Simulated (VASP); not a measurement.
MoSe2: relaxation of shape and atoms at fixed volume with PBE

MoSe2:

```
Mo Se
1.0
     3.38148    0.00000    0.00000
    -1.69074    2.92845    0.00000
     0.00000    0.00000   15.00272
Mo Se
2 4
Direct
  0.33333 0.66667 0.25000
  0.66667 0.33333 0.75000
  0.33333 0.66667 0.63658
  0.66667 0.33333 0.13658
  0.33333 0.66667 0.86342
  0.66667 0.33333 0.36342
```

The cell isn't the ideal one: a relaxed cell with its volume scaled by 1.06.

```yaml
Program: VASP 6.6.1
Task: relaxation of shape and atoms at fixed volume
Functional: PBE
Potentials_or_basis: VASP PAW PBE potentials, release 64 (Mo, Se)
Cutoff: 300 eV
k_mesh: 5 × 5 × 1
Occupations: gaussian, width 0.03 eV
Spin: no spin polarisation
Further_INCAR_settings: ALGO = Normal; EDIFF = 1e-07; IBRION = 2; EDIFFG = -0.01; NSW = 40; ISIF = 4
```

The energy gained by relaxing is 24.8 meV/atom, the ionic steps are 8 and the pressure after relaxing is -0.1 GPa. The band gap on the k mesh is 1.58 eV, indirect (least direct gap 1.88 eV).

The path:
| step | energy change (eV) | largest force (eV/Å) | pressure (GPa) |
| --- | --- | --- | --- |
| 1 | 0.0000 | 0.8193 | -5.55 |
| 2 | -0.0757 | 0.1710 | -3.14 |
| 3 | -0.0768 | 0.0789 | -2.80 |
| 4 | -0.1184 | 0.0309 | -1.81 |
| 5 | -0.1482 | 0.0731 | 0.15 |
| 6 | -0.1482 | 0.0700 | 0.09 |
| 7 | -0.1484 | 0.0600 | -0.36 |
| 8 | -0.1489 | 0.0012 | -0.15 |

Final structure:
```
Mo Se
1.0
     3.31875    0.00000    0.00000
    -1.65937    2.87412    0.00000
     0.00000    0.00000   15.57531
Mo Se
2 4
Direct
  0.33333 0.66667 0.25000
  0.66667 0.33333 0.75000
  0.33333 0.66667 0.64288
  0.66667 0.33333 0.14288
  0.33333 0.66667 0.85712
  0.66667 0.33333 0.35712
```

Levels at points of the mesh, in eV from the valence-band top:
| k point | band 14 | band 15 | band 16 | band 17 | band 18 | band 19 | band 20 | band 21 | band 22 |
| --- | --- | --- | --- | --- | --- | --- | --- | --- | --- |
| (0.00, 0.00, 0.00) | -1.08 | -1.08 | -1.08 | -0.37 | 0.00 | 2.93 | 2.93 | 2.93 | 2.93 |

Run time: 77 s on 2 MPI ranks on AMD EPYC 7R43 64-Core Processor (Zen 3), with other jobs on the host, peak memory 0.15 GiB a rank.

Caveat: the k mesh is coarse (spacing up to 0.43 Å⁻¹), so the values aren't converged; an odd mesh through Γ misses points on the zone boundary, where band edges often lie; this functional lacks dispersion, which binds the layers, so the pressure and a relaxed spacing across them are unreliable.
